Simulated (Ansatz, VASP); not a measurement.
# GaSb: VASP beside Ansatz, part 2 of 2

One calculation is typed for both programs; each brings its own data sets and cutoff. How far apart do they land?

VASP 6.6.1 and Ansatz 0.2.0.

So far. Step 2 (VASP: band structure, PBE, spin-orbit coupling): The run ends at a pressure of 3.05 GPa.

The database entry behind the starting cell differs from later determinations by our own check (about 0.4 % long), so it need not match the best structure at ambient conditions.

**3. Ansatz: band structure, PBE, spin-orbit coupling**

Level of this step: Ansatz beside VASP: Kohn-Sham DFT, plane waves, PBE, spin-orbit coupling (Ansatz).

Ansatz runs on its fully relativistic PAW (standard-fr) files.

The same cell, functional, mesh and smearing now go to Ansatz, which takes its cutoff from its data sets.

File input.yaml:

```yaml
crystal:
  lattice:
    - [0.0, 3.059, 3.059]
    - [3.059, 0.0, 3.059]
    - [3.059, 3.059, 0.0]
  atoms:
    - { symbol: Ga, position: [0.0, 0.0, 0.0] }
    - { symbol: Sb, position: [0.25, 0.25, 0.25] }
hamiltonian:
  xc: pbe
  pseudopotentials: { kind: paw_fr }
magnetization:
  noncollinear: true
  spin_orbit: true
kpoints:
  mp_grid: { grid: [4, 4, 4] }
  band_path:
    path:
      - [0.0, 0.0, 0.0]
      - [0.18182, 0.0, 0.18182]
      - [0.36364, 0.0, 0.36364]
      - [0.5, 0.0, 0.5]
      - [0.5, 0.09091, 0.59091]
      - [0.5, 0.18182, 0.68182]
      - [0.5, 0.25, 0.75]
      - [0.45455, 0.29545, 0.75]
      - [0.40909, 0.34091, 0.75]
      - [0.375, 0.375, 0.75]
      - [0.20455, 0.20455, 0.40909]
      - [0.06818, 0.06818, 0.13636]
      - [0.04545, 0.04545, 0.04545]
      - [0.22727, 0.22727, 0.22727]
      - [0.40909, 0.40909, 0.40909]
      - [0.51136, 0.47727, 0.51136]
      - [0.55682, 0.38636, 0.55682]
      - [0.60227, 0.29545, 0.60227]
      - [0.61364, 0.25, 0.63636]
      - [0.56818, 0.25, 0.68182]
      - [0.51136, 0.25, 0.73864]
      - [0.5, 0.29545, 0.70455]
      - [0.5, 0.38636, 0.61364]
      - [0.5, 0.47727, 0.52273]
      - [0.47727, 0.47727, 0.54545]
      - [0.43182, 0.43182, 0.63636]
      - [0.38636, 0.38636, 0.72727]
      - [0.60227, 0.20455, 0.60227]
      - [0.55682, 0.11364, 0.55682]
      - [0.5, 0.0, 0.5]
    npoints: 1
scf:
  occupations: { method: gaussian, width: 0.01 }
  n_extra_bands: 14
output:
  forces: true
  stress: true
  eigenvalues: true
```

On the command line:

```console
$ ansatz run input.yaml --threads 2 --pin off --max-ram 4608MiB --backend cpu --events-out ev --progress --plain --runs-dir out
```

Numbers of over 12 decimals in the logs are rounded to 6 here.

Output:

```text
scf.n_extra_bands = 14 over 28 filled bands (N_el = 28.0): the run solves 42 bands
Engine: ansatz 0.2.0, aarch64-unknown-linux-gnu
Pseudopotentials: kind: paw_fr
Pseudopotential: Ga, paw_fr, valence charge 13, recommended cutoff 420 eV (normal), Ga.paw.azcp#standard-fr
Pseudopotential: Sb, paw_fr, valence charge 15, recommended cutoff 420 eV (normal), Sb.paw.azcp#standard-fr
Functional definition: PBE
  parameter kappa = 0.804
  parameter beta = 0.066725
  exchange = pbe_x(kappa = kappa, mu = beta*pi^2/3)
  correlation = pbe_c(beta = beta)
non-collinear run that drives no moment, with spin-orbit: no starting moment large enough to seed its density (crystal.atoms[].spin), no starting occupations that ask for one, no magnetisation constraint and no magnetic field, so the semilocal B_xc is pinned to zero
Crystal: 2 atoms, lattice volume = 57.249 Å³
Basis set: ecut = 420 eV, 1139 PW (Γ), exchange–correlation on 60×60×60 points (8 copies of the dense FFT grid, shifted against one another)
Bands: 42, of which v1, the nominal top of the filled ones, is band 28 counted from 1 (27 counted from 0)
Symmetry: 24 space group operations + 24 with time reversal
Magnetic group: BNS 216.75 (UNI 1577), of the structure as read, at distance tolerance 3.9e-5 Å
k-points: 8 of 64 (time reversal used)
Projection manifold: j_resolved (fully-relativistic pseudo-atomic orbitals)
Non-local potential: Ga, projectors of the file, l = 0: 2, l = 1: 4, l = 2: 6, l = 3: 2
Non-local potential: Sb, projectors of the file, l = 0: 2, l = 1: 4, l = 2: 4, l = 3: 4
PAW form: soft (Blöchl's): semilocal exchange-correlation on the pseudo side does not see the compensation charge
PAW one-centre angular grid: Ga, 590 points (default); XC on 64 Gauss nodes
PAW one-centre angular grid: Sb, 590 points (default); XC on 96 Gauss nodes
Initial density: superposition of atomic densities (chi_scale 0.1, normalization cell, long waves kept (reshape's long-wave potential 0.00 eV rms))
Initial wavefunctions: pseudopotential atomic-orbital guess
Functional: x = pbe(κ = 0.804, μ = 0.219515), c = pbe(β = 0.066725)
SCF iter   1: F=—  HF=-10270.182531 eV  |F-HF|=—  |Δ(HF+E_count)|=         —  Δρ=2.93e-2  dr2=4.04e-1  dr2_m=0.00e0 (ungated)  ethr=3.10e-3  |M|=0.00e0 ∫|m|=0.00e0 μB  |m|>n=0.0e0 m-floor=0.0e0 τ_xc=0.0e0  β_m=0.30  ⟨swp⟩=7.8  Hψ=1733  notcnv=0  defer=22
preconditioner: auto → Kerker (q_TF=auto, 2.422 Å⁻¹)  [metal: Δε(μ)=0.000 eV  Ē_g=16.981 eV  σ=0.010 eV  W_gap=0.00  n_scr=14 (ndim 8)  ℏωp=20.8 eV  f_vac=0.007  D(μ)=3.53/eV (n_scr^D=26)]
spin=Noncollinear: Kerker preconditioning applied to the charge; magnetization (m_x, m_y, m_z) channels mix plain (no charge-response kernel on spin).
SCF iter   2: F=—  HF=-10270.158265 eV  |F-HF|=—  |Δ(HF+E_count)|=   2.43e-2  Δρ=2.27e-2  dr2=2.73e-1  dr2_m=0.00e0 (ungated)  ethr=1.44e-3  |M|=0.00e0 ∫|m|=0.00e0 μB  |m|>n=0.0e0 m-floor=0.0e0 τ_xc=0.0e0  β_m=0.63  ⟨swp⟩=1.0  Hψ=400  notcnv=0  defer=32
SCF iter   3: F=—  HF=-10270.121598 eV  |F-HF|=—  |Δ(HF+E_count)|=   3.67e-2  Δρ=4.58e-3  dr2=2.30e-2  dr2_m=0.00e0 (ungated)  ethr=9.75e-4  |M|=0.00e0 ∫|m|=0.00e0 μB  |m|>n=0.0e0 m-floor=0.0e0 τ_xc=0.0e0  β_m=0.69  ⟨swp⟩=3.0  Hψ=564  notcnv=0  defer=36
SCF iter   4: F=—  HF=-10270.120321 eV  |F-HF|=—  |Δ(HF+E_count)|=   1.28e-3  Δρ=2.89e-3  dr2=7.27e-3  dr2_m=0.00e0 (ungated)  ethr=8.21e-5  |M|=0.00e0 ∫|m|=0.00e0 μB  |m|>n=0.0e0 m-floor=0.0e0 τ_xc=0.0e0  β_m=0.67  ⟨swp⟩=2.0  Hψ=484  notcnv=0  defer=54
SCF iter   5: F=—  HF=-10270.121651 eV  |F-HF|=—  |Δ(HF+E_count)|=   1.33e-3  Δρ=1.39e-3  dr2=1.78e-3  dr2_m=0.00e0 (ungated)  ethr=2.60e-5  |M|=0.00e0 ∫|m|=0.00e0 μB  |m|>n=0.0e0 m-floor=0.0e0 τ_xc=0.0e0  β_m=0.84  ⟨swp⟩=2.0  Hψ=484  notcnv=0  defer=54
SCF iter   6: F=—  HF=-10270.123538 eV  |F-HF|=—  |Δ(HF+E_count)|=   1.89e-3  Δρ=4.19e-4  dr2=1.13e-4  dr2_m=0.00e0 (ungated)  ethr=6.34e-6  |M|=0.00e0 ∫|m|=0.00e0 μB  |m|>n=0.0e0 m-floor=0.0e0 τ_xc=0.0e0  β_m=0.82  ⟨swp⟩=2.6  Hψ=425  notcnv=0  defer=54
SCF iter   7: F=—  HF=-10270.123743 eV  |F-HF|=—  |Δ(HF+E_count)|=   2.05e-4  Δρ=1.20e-4  dr2=6.14e-6  dr2_m=0.00e0 (ungated)  ethr=4.03e-7  |M|=0.00e0 ∫|m|=0.00e0 μB  |m|>n=0.0e0 m-floor=0.0e0 τ_xc=0.0e0  β_m=0.91  ⟨swp⟩=2.0  Hψ=564  notcnv=0  defer=54
SCF iter   8: F=—  HF=-10270.123774 eV  |F-HF|=—  |Δ(HF+E_count)|=   3.11e-5  Δρ=2.45e-5  dr2=3.49e-7  dr2_m=0.00e0 (ungated)  ethr=2.19e-8  |M|=0.00e0 ∫|m|=0.00e0 μB  |m|>n=0.0e0 m-floor=0.0e0 τ_xc=0.0e0  β_m=0.95  ⟨swp⟩=2.0  Hψ=430  notcnv=0  defer=54
SCF iter   9: F=-10270.123775 eV  HF=-10270.123775 eV  |F-HF|=1.06e-7  |Δ(HF+E_count)|=   1.44e-6  Δρ=6.76e-6  dr2=5.77e-8  dr2_m=0.00e0 (ungated)  ethr=3.57e-10  |M|=0.00e0 ∫|m|=0.00e0 μB  |m|>n=0.0e0 m-floor=0.0e0 τ_xc=0.0e0  ⟨swp⟩=12.0  Hψ=1727  notcnv=0
SCF 1 converged in 9 iterations: F = -10270.123775 eV  dr2 = 5.77e-8
  greatest PAW one-centre occupation: 0.995 electrons in one spin orbital (limit 2), on the Sb atom at site 1 (counted from 0), in its partial waves of l = 2
NSCF: frozen V_eff on 30 k-points
SCF converged after 9 iterations
Magnetization: |M| = 0.0000 μB,  M = (+0.0000, +0.0000, +0.0000) μB
Absolute magnetization: 0.0000 μB (∫|m|)
  site 0: m = (+0.0000, +0.0000, +0.0000) μB, |m| = 0.0000 μB  (R = 1.09 Å)
  site 1: m = (+0.0000, +0.0000, +0.0000) μB, |m| = 0.0000 μB  (R = 1.09 Å)
Free energy (F): -10270.123775 eV
Harris-Foulkes:  -10270.123775 eV  (|F-HF|=1.06e-7)
Internal energy: -10270.123599 eV  (E = F + TS)
E sigma→0 (E₀):  -10270.123687 eV
Entropy (-TS):   -0.000176 eV (-0.088 meV/atom)
Fermi energy:    7.971446 eV
--- Per-component energies (eV) ---
  E_band       = -259.133342
  E_kinetic    = 323.850792
  E_local      = -3915.796247  (includes V_loc(G=0)·N_el)
  E_nonlocal   = 787.972048
  E_hartree    = 1803.433345
  E_xc         = -207.648209
  E_vxc        = -154.296523  (∫ρ·V_xc dr)
  E_paw        = -6568.016093  (= ΣΔE_a)
  E_vpaw       = -907.729603  (= ΣTr[D̂ρ^β])
  E_aug_tail   = -0.000097  (compensation charges beyond the density's cutoff)
  E_ewald      = -2493.919138
  E_smearing   = -0.000176  (= −TS)
  E_closure    = -0.000000  (closes the sum)
  Σ components = -10270.123775   (vs F -10270.123775, Δ=0.00e0)
--- Forces (eV/Å), atoms counted from 1 ---
  atom   1  Ga     0.00000000    -0.00000000     0.00000000
  atom   2  Sb    -0.00000000     0.00000000     0.00000000
  max |Σ_I F_I| component: 3.70e-17 eV/Å
--- Stress (GPa, compression-positive) ---
        3.123619       0.000000      -0.000000
        0.000000       3.123619       0.000000
        0.000000       0.000000       3.123619
  P = ⅓ Tr σ = 3.1236 GPa (31.236 kbar)
--- Band table (eV; the first three rows and the last of 8) ---
  k-point 0: bands = [... 24 lower, 7.7847, 7.7847, 7.9714, 7.9714, 7.9714, 7.9714, 10.3712, 10.3712, ... 10 higher]
  k-point 1: bands = [... 24 lower, 6.8163, 6.8163, 7.2407, 7.2409, 8.5537, 8.5537, 11.2917, 11.2917, ... 10 higher]
  k-point 2: bands = [... 24 lower, 6.3719, 6.3719, 6.7808, 6.7808, 8.1509, 8.1509, 11.4313, 11.4313, ... 10 higher]
  k-point 7: bands = [... 24 lower, 4.1952, 4.5210, 4.6281, 4.6443, 11.2031, 11.5884, 12.0668, 12.1022, ... 10 higher]
```

It took 8.2 s on 2 threads of Arm Neoverse V1, shared host; peak memory 0.46 GiB; 16 s of CPU time.

The column dr2 measures how far the density is from self-consistency, as an energy; F and HF (Harris–Foulkes) agree once it is small.

**4. Side by side**

Known differences besides the potentials themselves: spin-orbit coupling enters by fully relativistic files in Ansatz and inside the spheres in VASP; the cutoff is 420 eV in Ansatz and 430 eV in VASP. Total energies have different zeros and are not compared.

Levels from 3 eV below to 2 eV above the Fermi level differ by 4 meV r.m.s. and 13 meV at most; each VASP level is matched to the nearest of Ansatz, which flatters the figure a little. Not compared: the pressure (VASP's GW data sets at this cutoff don't carry it).

**5. Outcome**

| Item | Value |
| --- | --- |
| r.m.s. difference of levels near the Fermi level (band structure, PBE, spin-orbit coupling) | 4.3 meV |

What this shows: The r.m.s. difference of levels near the Fermi level is 4.3 meV (band structure, PBE, spin-orbit coupling), within the 80 meV picked in this series as the mark of a large difference. How closely two codes agree says nothing of how well the functional describes the real material.

[Lines on the potential files, build, host, timing and source positions are cut from VASP's logs without a mark.]

[Logs are printed without paths, hosts, clocks, repeated set-up lines and the standing remarks that a program may print on its own settings, such as how far it seeks lower states.]

[Hosts, paths, dates, database ids (printed as entryN), source tags and the programs' standing remarks are cut or masked in the printed files.]
